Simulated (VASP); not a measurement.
The system is Al2O3 (Corundum).

```
CELL_PARAMETERS angstrom
2.38025 1.37424 4.33187
-2.38025 1.37424 4.33187
0.00000 -2.74848 4.33187
ATOMIC_POSITIONS crystal
Al 0.35216 0.35216 0.35216
Al 0.14784 0.14784 0.14784
Al 0.64784 0.64784 0.64784
Al 0.85216 0.85216 0.85216
O 0.55668 0.94332 0.25000
O 0.25000 0.55668 0.94332
O 0.94332 0.25000 0.55668
O 0.44332 0.05668 0.75000
O 0.75000 0.44332 0.05668
O 0.05668 0.75000 0.44332
```

| Property | Result |
| --- | --- |
| Program | VASP 6.6.1 |
| Task | relaxation of cell and atoms |
| Functional | LDA |
| Potentials or basis | VASP PAW LDA potentials, release 64 (Al, O) |
| Cutoff | 600 eV |
| k mesh | 9 × 9 × 7 |
| Occupations | gaussian, width 0.03 eV |
| Spin | no spin polarisation |

At the start: pressure -4.9 GPa; volume 8.50 Å³/atom.

Q: How do energy, volume and symmetry change on relaxing?

A: Over 6 steps the energy falls by 2.8 meV/atom and the volume is 8.33 Å³/atom (-2.0 %); space group R-3c (No. 167, to 0.05 Å).

The path:
```tsv
step	energy change (eV)	largest force (eV/Å)	pressure (GPa)	volume (Å³)
1	0.0000	0.1259	-4.93	85.02
2	-0.0035	0.0671	5.05	81.84
3	-0.0274	0.0312	0.05	83.36
4	-0.0274	0.0291	0.16	83.32
5	-0.0276	0.0129	0.07	83.35
6	-0.0276	0.0064	0.09	83.35
```

Final structure:
```cif
data_structure
_symmetry_space_group_name_H-M 'P 1'
_symmetry_Int_Tables_number 1
_cell_length_a 5.0931
_cell_length_b 5.0931
_cell_length_c 5.0931
_cell_angle_alpha 55.359
_cell_angle_beta 55.359
_cell_angle_gamma 55.359
_cell_volume 83.35
loop_
_atom_site_label
_atom_site_type_symbol
_atom_site_fract_x
_atom_site_fract_y
_atom_site_fract_z
_atom_site_occupancy
Al1 Al 0.35196 0.35196 0.35196 1
Al2 Al 0.14804 0.14804 0.14804 1
Al3 Al 0.64804 0.64804 0.64804 1
Al4 Al 0.85196 0.85196 0.85196 1
O1 O 0.55576 0.94424 0.25000 1
O2 O 0.25000 0.55576 0.94424 1
O3 O 0.94424 0.25000 0.55576 1
O4 O 0.44424 0.05576 0.75000 1
O5 O 0.75000 0.44424 0.05576 1
O6 O 0.05576 0.75000 0.44424 1
```
